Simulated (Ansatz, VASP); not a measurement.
One calculation of GaP, two programs

```
Ga P
1.0
     3.18644    0.00000    0.00000
     0.00000    3.18644    0.00000
     0.00000    0.00000    3.18644
Ga P
1 1
Cartesian
  0.0000 0.0000 0.0000
  1.5932 1.5932 1.5932
```

The cell was built by a generator and needn't be a form met in nature.

Alike in both runs: task single point; functional PBEsol; k mesh 6 × 6 × 6; occupations fermi-dirac, width 0.02 eV; no spin polarisation.

|  | VASP | Ansatz |
| --- | --- | --- |
| version | VASP 6.6.1 | Ansatz 0.2.0 |
| potentials or method | VASP PAW PBE potentials, release 64 (Ga_d, P) | plane waves, PAW |
| plane-wave cutoff (eV) | 520 | 420 |
| valence electrons in the cell | 18 | 18 |

```csv
,VASP,Ansatz,Ansatz less VASP
pressure (GPa),-1.0,-1.2,-0.15
```

The functional is the same, so the differences come from potentials, cutoffs and numerics.

Caveats: the PAW data sets were made with another functional, which shifts forces and pressure a little (VASP).
